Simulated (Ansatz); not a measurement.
# LiCl at several levels of theory

One geometry, relaxed with PBE, and single points on it; plane waves with PAW potentials in Ansatz, scalar-relativistic unless the row names spin-orbit coupling. No spin polarisation. Meshes are on the primitive cell of 4 atoms. Gaps are the least over mesh and band path; pressure is positive in compression. Smearing is Gaussian, 0.02 eV.

```cif
data_structure
_symmetry_space_group_name_H-M 'P 1'
_symmetry_Int_Tables_number 1
_cell_length_a 3.9254
_cell_length_b 3.9254
_cell_length_c 6.2894
_cell_angle_alpha 90.000
_cell_angle_beta 90.000
_cell_angle_gamma 120.000
_cell_volume 83.93
loop_
_atom_site_label
_atom_site_type_symbol
_atom_site_fract_x
_atom_site_fract_y
_atom_site_fract_z
_atom_site_occupancy
Li1 Li 0.66667 0.33333 0.87779 1
Li2 Li 0.33333 0.66667 0.37779 1
Cl1 Cl 0.66667 0.33333 0.49721 1
Cl2 Cl 0.33333 0.66667 0.99721 1
```

```tsv
level	cutoff (eV)	k mesh	gap (eV)	pressure (GPa)	rough cost with bands (core-min)
PBE	420	9×9×4	5.94	0.0	0.6
r2SCAN	500	9×9×4	6.60	-0.6	0.8
LDA	420	9×9×4	5.52	-2.5	0.6
```

This wurtzite form isn't the usual stable structure of the compound.